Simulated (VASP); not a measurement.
# LiF (Griceite) (Fm-3m) in VASP: a series of runs

One crystal, LiF (Griceite), is run at these levels: HSE06, LDA, PBEsol, r2SCAN, TB-mBJ; tasks: band structure.

Everything below comes from runs of VASP 6.6.1. Logs are shortened: lines on timing, memory, paths and dates and some standing lists are left out, and cuts for length are marked.

## 1. Starting point

It takes space group Fm-3m (No. 225, cubic). The conventional cell has a = 4.028 Å, b = 4.028 Å, c = 4.028 Å, α = 90.00°, β = 90.00°, γ = 90.00°. Around F (site symmetry m-3m) lie 6 Li at 2.01 Å. Li (site symmetry m-3m) is surrounded by 6 F at 2.01 Å.

## 2. Band structure, HSE06

POSCAR reads:

```
LiF
1.0
    0.0000000000      2.0140000000      2.0140000000
    2.0140000000      0.0000000000      2.0140000000
    2.0140000000      2.0140000000      0.0000000000
F Li
1 1
Direct
    0.5000000000      0.5000000000      0.5000000000
    0.0000000000      0.0000000000      0.0000000000
```

INCAR.step1 reads:

```
SYSTEM = LiF
  PREC = Accurate
  ENCUT = 520
  EDIFF = 1E-5
  ISMEAR = -1
  SIGMA = 0.05
  LREAL = .False.
  LASPH = .True.
  NELM = 80
  ALGO = Normal
  ISIF = 2
  LWAVE = .True.
  LCHARG = .False.
  NBANDS = 12
  GGA = PE
```

INCAR.step2 reads:

```
SYSTEM = LiF
  PREC = Accurate
  ENCUT = 520
  EDIFF = 1E-6
  ISMEAR = -1
  SIGMA = 0.05
  LREAL = .False.
  LASPH = .True.
  NELM = 80
  ALGO = Normal
  ISIF = 2
  LWAVE = .False.
  LCHARG = .False.
  GGA = PE
  LHFCALC = .True.
  HFSCREEN = 0.2
  PRECFOCK = Fast
  NBANDS = 12
  ISTART = 1
```

KPOINTS reads:

```
Automatic mesh
0
Gamma
  6 6 6
  0 0 0
```

KPOINTS_OPT reads:

```
path GXWKGLUWLK,UX
8
line-mode
reciprocal
 0.0000000000  0.0000000000  0.0000000000  G
 0.5000000000  0.0000000000  0.5000000000  X

 0.5000000000  0.0000000000  0.5000000000  X
 0.5000000000  0.2500000000  0.7500000000  W

 0.5000000000  0.2500000000  0.7500000000  W
 0.3750000000  0.3750000000  0.7500000000  K

 0.3750000000  0.3750000000  0.7500000000  K
 0.0000000000  0.0000000000  0.0000000000  G

 0.0000000000  0.0000000000  0.0000000000  G
 0.5000000000  0.5000000000  0.5000000000  L

 0.5000000000  0.5000000000  0.5000000000  L
 0.6250000000  0.2500000000  0.6250000000  U

 0.6250000000  0.2500000000  0.6250000000  U
 0.5000000000  0.2500000000  0.7500000000  W

 0.5000000000  0.2500000000  0.7500000000  W
 0.5000000000  0.5000000000  0.5000000000  L

 0.5000000000  0.5000000000  0.5000000000  L
 0.3750000000  0.3750000000  0.7500000000  K

 0.6250000000  0.2500000000  0.6250000000  U
 0.5000000000  0.0000000000  0.5000000000  X
```

Potentials or basis: VASP PAW PBE potentials, release 64 (F, Li_sv).

Started as:

```sh
$ cat potpaw_PBE.64/F/POTCAR potpaw_PBE.64/Li_sv/POTCAR > POTCAR
$ cp INCAR.step1 INCAR
$ mpirun -np 1 vasp_std > vasp.out
$ cp INCAR.step2 INCAR
$ mpirun -np 1 vasp_std > vasp.out
```

OUTCAR:

```text
SYSTEM = LiF
   PREC = Accurate
   ENCUT = 520
   EDIFF = 1E-6
   ISMEAR = -1
   LREAL = .False.
   LASPH = .True.
   NELM = 80
   ISIF = 2
   GGA = PE
   LHFCALC = .True.
   HFSCREEN = 0.2
   PRECFOCK = Fast
   ISTART = 1

 ion  position               nearest neighbor table
   1  0.500  0.500  0.500-   2 2.01   2 2.01   2 2.01   2 2.01   2 2.01   2 2.01
   2  0.000  0.000  0.000-   1 2.01   1 2.01   1 2.01   1 2.01   1 2.01   1 2.01

  LATTYP: Found a face centered cubic cell.
 ALAT       =     4.0280000000

  Lattice vectors:

 A1 = (   0.0000000000,   2.0140000000,   2.0140000000)
 A2 = (   2.0140000000,   0.0000000000,   2.0140000000)
 A3 = (   2.0140000000,   2.0140000000,   0.0000000000)

Analysis of symmetry for initial positions (statically):
=====================================================================
 Subroutine PRICEL returns:
 Original cell was already a primitive cell.

 Routine SETGRP: Setting up the symmetry group for a
 face centered cubic supercell.

 Subroutine GETGRP returns: Found 48 space group operations
 (whereof 48 operations were pure point group operations)
 out of a pool of 48 trial point group operations.

The static configuration has the point symmetry O_h .

Analysis of symmetry for dynamics (positions and initial velocities):
=====================================================================
 Subroutine PRICEL returns:
 Original cell was already a primitive cell.

 Routine SETGRP: Setting up the symmetry group for a
 face centered cubic supercell.

 Subroutine GETGRP returns: Found 48 space group operations
 (whereof 48 operations were pure point group operations)
 out of a pool of 48 trial point group operations.

The dynamic configuration has the point symmetry O_h .

 Subroutine INISYM returns: Found 48 space group operations
 (whereof 48 operations are pure point group operations),
 and found     1 'primitive' translations

----------------------------------------------------------------------------------------

                                     Primitive cell

  volume of cell :      16.3384

  direct lattice vectors                    reciprocal lattice vectors
     0.000000000  2.014000000  2.014000000    -0.248262165  0.248262165  0.248262165
     2.014000000  0.000000000  2.014000000     0.248262165 -0.248262165  0.248262165
     2.014000000  2.014000000  0.000000000     0.248262165  0.248262165 -0.248262165

  length of vectors
     2.848226115  2.848226115  2.848226115     0.430002683  0.430002683  0.430002683

  position of ions in fractional coordinates (direct lattice)
     0.500000000  0.500000000  0.500000000
     0.000000000  0.000000000  0.000000000

  ion indices of the primitive-cell ions
   primitive index   ion index
                 1           1
                 2           2

----------------------------------------------------------------------------------------

 KPOINTS: Automatic mesh

Automatic generation of k-mesh.
 Grid dimensions read from file:
 generate k-points for:    6    6    6

 Generating k-lattice:

  Cartesian coordinates                     Fractional coordinates (reciprocal lattice)
    -0.041377027  0.041377027  0.041377027     0.166666667  0.000000000  0.000000000
     0.041377027 -0.041377027  0.041377027     0.000000000  0.166666667  0.000000000
     0.041377027  0.041377027 -0.041377027     0.000000000  0.000000000  0.166666667

  Length of vectors
     0.071667114  0.071667114  0.071667114

  Shift w.r.t. Gamma in fractional coordinates (k-lattice)
     0.000000000  0.000000000  0.000000000

 Subroutine IBZKPT returns following result:
 ===========================================

 Found     16 irreducible k-points:

 Following reciprocal coordinates:
            Coordinates               Weight
  0.000000  0.000000  0.000000      1.000000
  0.166667  0.000000  0.000000      8.000000
  0.333333  0.000000  0.000000      8.000000
  0.500000  0.000000  0.000000      4.000000
  0.166667  0.166667  0.000000      6.000000
  0.333333  0.166667  0.000000     24.000000
[... 8 lines left out ...]
 -0.333333  0.333333  0.166667     24.000000
 -0.333333  0.500000  0.166667     12.000000
   k-points           NKPTS =     16   k-points in BZ     NKDIM =    216   number of bands    NBANDS=     12
   number of dos      NEDOS =    301   number of ions     NIONS =      2
   total plane-waves  NPLWV =  13824
   dimension x,y,z NGX =    24 NGY =   24 NGZ =   24
   dimension x,y,z NGXF=    48 NGYF=   48 NGZF=   48
   ions per type =               1   1
   NGX,Y,Z   is equivalent  to a cutoff of  14.01, 14.01, 14.01 a.u.
   NGXF,Y,Z  is equivalent  to a cutoff of  28.02, 28.02, 28.02 a.u.
 SYSTEM =  LiF
   PREC   = accura    normal or accurate (medium, high low for compatibility)
   ISTART =      1    job   : 0-new  1-cont  2-samecut
   ICHARG =      0    charge: 1-file 2-atom 10-const
   ISPIN  =      1    spin polarized calculation?
   LNONCOLLINEAR =      F non collinear calculations
   LSORBIT =      F    spin-orbit coupling
   LASPH  =      T    aspherical Exc in radial PAW
   ENCUT  =  520.0 eV  38.22 Ry    6.18 a.u.   5.30  5.30  5.30*2*pi/ulx,y,z
   NELM   =     80;   NELMIN=  2; NELMDL=  0     # of ELM steps
   EDIFF  = 0.1E-05   stopping-criterion for ELM
   LREAL  =      F    real-space projection
   EDIFFG = 0.1E-04   stopping-criterion for IOM
   NSW    =      0    number of steps for IOM
   IBRION =     -1    ionic relax: 0-MD 1-quasi-New 2-CG
   NFREE  =      0    steps in history (QN), initial steepest desc. (CG)
   ISIF   =      2    stress and relaxation
   ISYM   =      3    0-nonsym 1-usesym 2-fastsym
   POTIM  = 0.5000    time-step for ionic-motion
   TEBEG  =    0.0;   TEEND  =   0.0 temperature during run
   PSTRESS=    0.0 pullay stress
   NELECT =      10.0000    total number of electrons
   NUPDOWN=      -1.0000    fix difference up-down
   EMIN   =  10.00;   EMAX   =-10.00  energy-range for DOS
   EFERMI =   0.00;   METHOD = LEGACY
   ISMEAR =    -1;   SIGMA  =   0.05  broadening in eV -4-tet -1-fermi 0-gaus
   EFERMI_NEDOS =   21; number of points for ismear=-14 and -15
   IALGO  =     38    algorithm
   IMIX   =      1    mixing-type and parameters
     AMIX     =   0.40;   BMIX     =  1.00
     AMIX_MAG =   1.60;   BMIX_MAG =  1.00
  volume/ion in A,a.u.               =       8.17        55.13
  Fermi-wavevector in a.u.,A,eV,Ry     =   1.389970  2.626662 26.286674  1.932016
  Thomas-Fermi vector in A             =   2.513950
   LORBIT       =      0    0 simple, 1 ext, 2 COOP (PROOUT), +10 PAW based schemes
   GGA     = PE    functional components
   LHFCALC =     T    Hartree Fock is set to
   PRECFOCK=fast      Normal, Fast or Accurate (Low or Medium for compatibility)
   ENCUT4O =  -1.0   cutoff for four orbital integrals eV
   NKREDX  =     1    reduce k-point grid by
   NKREDY  =     1    reduce k-point grid by
   NKREDZ  =     1    reduce k-point grid by
   AEXX    =    0.2500 exact exchange contribution
   HFSCREEN=    0.2000 screening length (either q_TF or 0.3 A-1)
   HFSCREENC=   0.2000 screening length for correlation (either q_TF or 0.3 A-1)
   ENCUTFOCK=  -1.0 apply spherical cutoff to Coloumb kernel
   IVDW    =     0    specifies the selected vdW correction
   LEPSILON=     F    determine dielectric tensor
   LRPA    =     F    only Hartree local field effects (RPA)
 non-spin polarized calculation
  energy-cutoff  :      520.00
  volume of cell :       16.34
 maximum number of plane-waves:       459
 NGX is ok and might be reduce to    24
  NGX = 14; NGY = 14; NGZ = 14

 number of electron       9.9999992 magnetization

 Free energy of the ion-electron system (eV)
  ---------------------------------------------------
  ext. energy  EPLUGINS =         0.00000000
  ---------------------------------------------------
  free energy    TOTEN  =       -11.40459385 eV

  energy without entropy =      -11.40459385  energy(sigma->0) =      -11.40459385

 E-fermi :  -1.4728     XC(G=0):  -8.1517

 val. band max:       -2.7459884392   @ k =   0.0000   0.0000   0.0000
 cond. band min:       8.6662951738   @ k =   0.0000   0.0000   0.0000
 fundamental gap:     11.4122836130
 Fermi energy:        -1.4728446269

 k-point     1 :       0.0000    0.0000    0.0000
  band No.  band energies     occupation
      1     -45.7216      2.00000
      2     -24.3232      2.00000
      3      -2.7460      2.00000
      4      -2.7460      2.00000
      5      -2.7460      2.00000
      6       8.6663      0.00000
      7      23.8836      0.00000
      8      23.8836      0.00000
      9      23.8836      0.00000
     10      24.1101      0.00000
     11      24.1101      0.00000
     12      24.1101      0.00000

 k-point     2 :       0.1667    0.0000    0.0000
  band No.  band energies     occupation
      1     -45.7067      2.00000
      2     -24.2146      2.00000
      3      -3.4991      2.00000
      4      -2.8105      2.00000
      5      -2.8105      2.00000
      6       9.4081      0.00000
      7      19.3168      0.00000
      8      21.5454      0.00000
      9      21.5454      0.00000
     10      25.8484      0.00000
     11      26.0666      0.00000
     12      26.0667      0.00000

 k-point     3 :       0.3333    0.0000    0.0000
  band No.  band energies     occupation
      1     -45.6767      2.00000
      2     -23.9863      2.00000
      3      -4.8119      2.00000
      4      -2.9343      2.00000
      5      -2.9343      2.00000
      6      10.3117      0.00000
      7      16.9246      0.00000
      8      19.4448      0.00000
      9      19.4448      0.00000
     10      28.1482      0.00000
     11      28.9594      0.00000
     12      28.9594      0.00000
[... 166 lines left out ...]
 k-point    15 :      -0.3333    0.3333    0.1667
  band No.  band energies     occupation
      1     -45.6489      2.00000
      2     -23.6840      2.00000
      3      -5.0637      2.00000
      4      -4.4769      2.00000
      5      -3.4144      2.00000
      6      13.2567      0.00000
      7      15.1780      0.00000
      8      18.4012      0.00000
      9      19.1332      0.00000
     10      27.0909      0.00000
     11      27.9213      0.00000
     12      35.5802      0.00000

 k-point    16 :      -0.3333    0.5000    0.1667
  band No.  band energies     occupation
      1     -45.6448      2.00000
      2     -23.6147      2.00000
      3      -5.4035      2.00000
      4      -4.3739      2.00000
      5      -3.6486      2.00000
      6      14.7101      0.00000
      7      15.1570      0.00000
      8      17.2598      0.00000
      9      19.4213      0.00000
     10      23.8279      0.00000
     11      31.4924      0.00000
     12      34.1076      0.00000

------------------------ aborting loop because EDIFF is reached ----------------------------------------

  FORCE on cell =-STRESS in cart. coord.  units (eV):
  Direction    XX          YY          ZZ          XY          YZ          ZX
  --------------------------------------------------------------------------------------
  -------------------------------------------------------------------------------------
  Total       -0.1074363     -0.1074363     -0.1074363      0.0000000      0.0000000      0.0000000
  in kB      -10.5354537    -10.5354537    -10.5354537      0.0000000      0.0000000      0.0000000
  external PRESSURE =     -10.5354537 kB  Pullay stress =       0.0000000 kB

 VOLUME and BASIS-vectors are now :
 -----------------------------------------------------------------------------
  energy-cutoff  :      520.00
  volume of cell :       16.34
      direct lattice vectors                 reciprocal lattice vectors
     0.000000000  2.014000000  2.014000000    -0.248262165  0.248262165  0.248262165
     2.014000000  0.000000000  2.014000000     0.248262165 -0.248262165  0.248262165
     2.014000000  2.014000000  0.000000000     0.248262165  0.248262165 -0.248262165

 POSITION                                       TOTAL-FORCE (eV/Angst)
 -----------------------------------------------------------------------------------
      2.01400      2.01400      2.01400         0.000000     -0.000000      0.000000
      0.00000      0.00000      0.00000        -0.000000      0.000000     -0.000000
 -----------------------------------------------------------------------------------
    total drift:                               -0.000000     -0.000000     -0.000000

  FREE ENERGIE OF THE ION-ELECTRON SYSTEM (eV)
  ---------------------------------------------------
  free  energy   TOTEN  =       -11.4045938544 eV

  energy  without entropy=      -11.4045938544  energy(sigma->0) =      -11.40459385
```

Run time: 4.3 min. Hardware: 1 thread of Intel Xeon 6975P-C (Granite Rapids), shared host; peak memory 0.25 GiB.

What came out:

```
Free energy             : -11.4046 eV
Band gap on the k mesh  : 11.41 eV, direct
Band gap along the path : 11.41 eV, direct
```

Levels at the corners of the path, in eV from the valence-band top:
```
point  band 3  band 4  band 5  band 6  band 7  band 8
    Γ    0.00    0.00    0.00   11.41   26.63   26.63
    X   -3.12   -1.05   -1.05   17.42   18.79   20.01
    X   -3.12   -1.05   -1.05   17.42   18.79   20.01
    W   -2.16   -2.16   -0.85   17.58   17.58   20.00
    W   -2.16   -2.16   -0.85   17.58   17.58   20.00
    K   -2.60   -1.64   -0.78   16.93   17.48   21.04
    K   -2.60   -1.64   -0.78   16.93   17.48   21.04
    Γ    0.00    0.00    0.00   11.41   26.63   26.63
    Γ    0.00    0.00    0.00   11.41   26.63   26.63
    L   -2.66   -0.25   -0.25   13.13   19.42   21.41
    L   -2.66   -0.25   -0.25   13.13   19.42   21.41
    U   -2.60   -1.64   -0.78   16.93   17.48   21.04
    U   -2.60   -1.64   -0.78   16.93   17.48   21.04
    W   -2.16   -2.16   -0.85   17.58   17.58   20.00
    W   -2.16   -2.16   -0.85   17.58   17.58   20.00
    L   -2.66   -0.25   -0.25   13.13   19.42   21.41
    L   -2.66   -0.25   -0.25   13.13   19.42   21.41
    K   -2.60   -1.64   -0.78   16.93   17.48   21.04
    U   -2.60   -1.64   -0.78   16.93   17.48   21.04
    X   -3.12   -1.05   -1.05   17.42   18.79   20.01
```

Caveat: the k mesh is coarse (spacing up to 0.45 Å⁻¹), so the values aren't converged, least of all with exact exchange; the cutoff is under 1.25 times the usual one of these potentials, so pressure, stress and relaxed cells hold a basis-set (Pulay) error; the PAW data sets were made with another functional, which shifts forces and pressure a little.

[end of part 1 of 3]
